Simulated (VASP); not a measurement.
# Cs (C2/m) in VASP: notebook

One crystal, Cs, is run at these levels: PBEsol; tasks: single point.

All numbers are computed with VASP 6.6.1; they aren't measurements. Logs are shortened: lines on timing, memory, paths and dates and some standing lists are left out, and cuts for length are marked.

## (1) The crystal as given

Symmetry: C2/m, No. 12, monoclinic system. Conventional cell: a = 6.038 Å, b = 8.676 Å, c = 5.110 Å, α = 90.00°, β = 120.26°, γ = 90.00°.

This isn't the form of Cs at room conditions, which is bcc.

## (2) Single point, PBEsol

File INCAR:

```
ADDGRID = False
ALGO = Normal
EDIFF = 1E-6
ENCUT = 300
GGA = PS
ISIF = 2
ISMEAR = 1
LASPH = True
LCHARG = False
LREAL = False
LWAVE = False
NELM = 100
PREC = Accurate
SIGMA = 0.1
```

File KPOINTS:

```
k-points
0
Gamma
  8 8 8
```

File POSCAR:

```
Cs
1.0
    3.0190110000     -4.3381320000      0.0000000000
    3.0190110000      4.3381320000      0.0000000000
   -2.5749360000      0.0000000000      4.4138870000
Cs
1
Direct
    0.0000000000      0.0000000000      0.5000000000
```

Potentials or basis: VASP PAW PBE potentials, release 64 (Cs_sv).

Run with:

```bash
$ cat potpaw_PBE.64/Cs_sv/POTCAR > POTCAR
$ mpirun -np 1 vasp_std > vasp.out
```

OUTCAR:

```text
EDIFF = 1E-6
   ENCUT = 300
   GGA = PS
   ISIF = 2
   ISMEAR = 1
   LASPH = True
   LREAL = False
   NELM = 100
   PREC = Accurate

 Found    150 irreducible k-points:

 Following reciprocal coordinates:
            Coordinates               Weight
  0.000000  0.000000  0.000000      1.000000
  0.125000  0.000000 -0.000000      4.000000
  0.250000  0.000000 -0.000000      4.000000
  0.375000  0.000000 -0.000000      4.000000
  0.500000  0.000000 -0.000000      2.000000
  0.125000  0.125000 -0.000000      2.000000
   k-points           NKPTS =    150   k-points in BZ     NKDIM =    150   number of bands    NBANDS=      8
   number of dos      NEDOS =    301   number of ions     NIONS =      1
   total plane-waves  NPLWV =  27000
   dimension x,y,z NGX =    30 NGY =   30 NGZ =   30
   dimension x,y,z NGXF=    60 NGYF=   60 NGZF=   60
   ions per type =               1
   NGX,Y,Z   is equivalent  to a cutoff of   9.44,  9.44,  9.76 a.u.
   NGXF,Y,Z  is equivalent  to a cutoff of  18.87, 18.87, 19.52 a.u.
 SYSTEM =  unknown system
   PREC   = accura    normal or accurate (medium, high low for compatibility)
   ISTART =      0    job   : 0-new  1-cont  2-samecut
   ICHARG =      2    charge: 1-file 2-atom 10-const
   ISPIN  =      1    spin polarized calculation?
   LNONCOLLINEAR =      F non collinear calculations
   LSORBIT =      F    spin-orbit coupling
   LASPH  =      T    aspherical Exc in radial PAW
   ENCUT  =  300.0 eV  22.05 Ry    4.70 a.u.   7.46  7.46  7.22*2*pi/ulx,y,z
   NELM   =    100;   NELMIN=  2; NELMDL= -5     # of ELM steps
   EDIFF  = 0.1E-05   stopping-criterion for ELM
   LREAL  =      F    real-space projection
   EDIFFG = 0.1E-04   stopping-criterion for IOM
   NSW    =      0    number of steps for IOM
   IBRION =     -1    ionic relax: 0-MD 1-quasi-New 2-CG
   NFREE  =      0    steps in history (QN), initial steepest desc. (CG)
   ISIF   =      2    stress and relaxation
   ISYM   =      2    0-nonsym 1-usesym 2-fastsym
   POTIM  = 0.5000    time-step for ionic-motion
   TEBEG  =    0.0;   TEEND  =   0.0 temperature during run
   PSTRESS=    0.0 pullay stress
   NELECT =       9.0000    total number of electrons
   NUPDOWN=      -1.0000    fix difference up-down
   EMIN   =  10.00;   EMAX   =-10.00  energy-range for DOS
   EFERMI =   0.00;   METHOD = LEGACY
   ISMEAR =     1;   SIGMA  =   0.10  broadening in eV -4-tet -1-fermi 0-gaus
   EFERMI_NEDOS =   21; number of points for ismear=-14 and -15
   IALGO  =     38    algorithm
   IMIX   =      4    mixing-type and parameters
     AMIX     =   0.40;   BMIX     =  1.00
     AMIX_MAG =   1.60;   BMIX_MAG =  1.00
  volume/ion in A,a.u.               =     115.62       780.22
  Fermi-wavevector in a.u.,A,eV,Ry     =   0.699009  1.320936  6.647992  0.488614
  Thomas-Fermi vector in A             =   1.782770
   LORBIT       =      0    0 simple, 1 ext, 2 COOP (PROOUT), +10 PAW based schemes
   GGA     = PS    functional components
   LHFCALC =     F    Hartree Fock is set to
   AEXX    =    0.0000 exact exchange contribution
   IVDW    =     0    specifies the selected vdW correction
   LEPSILON=     F    determine dielectric tensor
   LRPA    =     F    only Hartree local field effects (RPA)
 non-spin polarized calculation
 Methfessel and Paxton  Order N= 1 SIGMA  =   0.10
  energy-cutoff  :      300.00
  volume of cell :      115.62
 maximum number of plane-waves:      1378
 NGX is ok and might be reduce to    30
   NGX = 15   NGY = 15   NGZ = 15

 number of electron       8.9999994 magnetization

 Free energy of the ion-electron system (eV)
  ---------------------------------------------------
  ext. energy  EPLUGINS =         0.00000000
  ---------------------------------------------------
  free energy    TOTEN  =        -0.93231326 eV

  energy without entropy =       -0.93202659  energy(sigma->0) =       -0.93221770

 E-fermi :   0.3766     XC(G=0):  -5.4623

 val. band max:        0.3616144455   @ k =   0.0000   0.0000   0.5000
 cond. band min:       0.3822439257   @ k =   0.5000   0.3750  -0.0000
 fundamental gap:      0.0206294802
 Fermi energy:         0.3765917491

 k-point     1 :       0.0000    0.0000    0.0000
  band No.  band energies     occupation
      1     -23.4918      2.00000
      2     -10.2232      2.00000
      3     -10.2125      2.00000
      4     -10.2019      2.00000
      5      -1.3156      2.00000
      6       2.6109      0.00000
      7       2.7689      0.00000
      8       3.0706      0.00000

 k-point     2 :       0.1250    0.0000   -0.0000
  band No.  band energies     occupation
      1     -23.4910      2.00000
      2     -10.2385      2.00000
      3     -10.2195      2.00000
      4     -10.2033      2.00000
      5      -1.1555      2.00000
      6       2.4894      0.00000
      7       2.5626      0.00000
      8       3.1513      0.00000

 k-point     3 :       0.2500    0.0000   -0.0000
  band No.  band energies     occupation
      1     -23.4892      2.00000
      2     -10.2816      2.00000
      3     -10.2307      2.00000
      4     -10.2049      2.00000
      5      -0.7096      2.00000
      6       1.9873     -0.00000
      7       2.2508     -0.00000
      8       3.5692      0.00000

 k-point     4 :       0.3750    0.0000   -0.0000
  band No.  band energies     occupation
      1     -23.4873      2.00000
      2     -10.3248      2.00000
      3     -10.2411      2.00000
      4     -10.2062      2.00000
      5      -0.0957      2.00000
      6       1.4431     -0.00000
      7       2.0354     -0.00000
      8       3.8627      0.00000

 k-point     5 :       0.5000    0.0000   -0.0000
  band No.  band energies     occupation
      1     -23.4866      2.00000
      2     -10.3424      2.00000
      3     -10.2455      2.00000
      4     -10.2067      2.00000
      5       0.3220      1.78848
      6       1.1110     -0.00000
      7       1.9549     -0.00000
      8       3.7581      0.00000

 k-point     6 :       0.1250    0.1250   -0.0000
  band No.  band energies     occupation
      1     -23.4899      2.00000
      2     -10.2612      2.00000
      3     -10.2297      2.00000
      4     -10.2072      2.00000
      5      -0.8599      2.00000
      6       2.1807     -0.00000
      7       2.2630     -0.00000
      8       3.4424      0.00000

 [... further k-points ...]
[... 5 lines left out ...]
  --------------------------------------------------------------------------------------
  -------------------------------------------------------------------------------------
  Total       -0.0976938     -0.0930230     -0.1160254      0.0000000      0.0000000     -0.0460624
  in kB       -1.3538134     -1.2890864     -1.6078476      0.0000000      0.0000000     -0.6383197
  external PRESSURE =      -1.4169158 kB  Pullay stress =       0.0000000 kB

 VOLUME and BASIS-vectors are now :
 -----------------------------------------------------------------------------
  energy-cutoff  :      300.00
  volume of cell :      115.62
      direct lattice vectors                 reciprocal lattice vectors
     3.019011000 -4.338132000  0.000000000     0.165617151 -0.115256982  0.096616330
     3.019011000  4.338132000  0.000000000     0.165617151  0.115256982  0.096616330
    -2.574936000  0.000000000  4.413887000     0.000000000  0.000000000  0.226557680

 POSITION                                       TOTAL-FORCE (eV/Angst)
 -----------------------------------------------------------------------------------
     -1.28747      0.00000      2.20694         0.000000      0.000000      0.000000
 -----------------------------------------------------------------------------------
    total drift:                               -0.000000      0.000000      0.000000

  FREE ENERGIE OF THE ION-ELECTRON SYSTEM (eV)
  ---------------------------------------------------
  free  energy   TOTEN  =        -0.9323132574 eV

  energy  without entropy=       -0.9320265909  energy(sigma->0) =       -0.93221770
```

Wall time 30 s (1 thread of Intel Xeon Platinum 8488C (Sapphire Rapids), shared host); peak memory 0.2 GiB.

These settings aren't checked as converged: the numbers below hold their error.

Results:

* Free energy: -0.9323 eV
* Pressure: -0.1 GPa
* Band gap on the k mesh: none (metal or under the smearing width)

Caveat: the PAW data sets were made with another functional, which shifts forces and pressure a little.

## (3) Single point, PBEsol

INCAR is that of step 2.

KPOINTS is that of step 2.

File POSCAR:

```
Cs
1.0
    3.0286440000     -4.4025590000     -0.0553060000
    2.9811710000      4.3695220000      0.0984760000
   -2.5313490000      0.0923220000      4.3694900000
Cs
1
Direct
   -0.0054440000      0.0010830000      0.4979030000
```

Potentials or basis: VASP PAW PBE potentials, release 64 (Cs_sv).

Run with:

```bash
$ cat potpaw_PBE.64/Cs_sv/POTCAR > POTCAR
$ mpirun -np 1 vasp_std > vasp.out
```

Wall time 48 s (1 thread of Intel Xeon Platinum 8488C (Sapphire Rapids), shared host); peak memory 0.24 GiB.

The run converged, but some of its settings lie outside the range that counts as converged, so its numbers aren't taken as properties of the crystal.

Results:

* Free energy: -0.9316 eV
* Pressure: -0.1 GPa
* Band gap on the k mesh: none (metal or under the smearing width)

Caveat: the PAW data sets were made with another functional, which shifts forces and pressure a little.

## (4) Single point, PBEsol

Edit INCAR of step 3 so:

```diff
@@ -3,3 +3,3 @@
 EDIFF = 1E-6
-ENCUT = 300
+ENCUT = 600
 GGA = PS
```

File KPOINTS:

```
k-points
0
Gamma
  6 6 6
```

File POSCAR:

```
Cs
1.0
    3.0190110000     -4.3381320000      0.0000000000
    3.0190110000      4.3381320000      0.0000000000
   -2.5749360000      0.0000000000      4.4138870000
Cs
1
Direct
    0.0000000000      0.0000000000      0.5000000000
```

Run with:

```bash
$ cat potpaw_PBE.64/Cs_sv/POTCAR > POTCAR
$ mpirun -np 1 vasp_std > vasp.out
```

Wall time 40 s (1 thread of Intel Xeon Platinum 8488C (Sapphire Rapids), shared host); peak memory 0.29 GiB.

These settings aren't checked as converged: the numbers below hold their error.

What came out:

| Quantity | Value |
| --- | --- |
| Free energy | -0.9275 eV |
| Pressure | -0.1 GPa |
| Band gap on the k mesh | none (metal or under the smearing width) |

Caveat: the PAW data sets were made with another functional, which shifts forces and pressure a little.

## (5) The reference run

An earlier run on the cell as given: functional PBE; potentials or basis VASP PAW PBE potentials, release 64 (Cs_sv); cutoff 520 eV; k mesh 6 × 6 × 6; occupations fermi-dirac, width 0.05 eV; no spin polarisation.

* Pressure: 0.0 GPa
* Band gap on the k mesh: none (metal or under the smearing width)
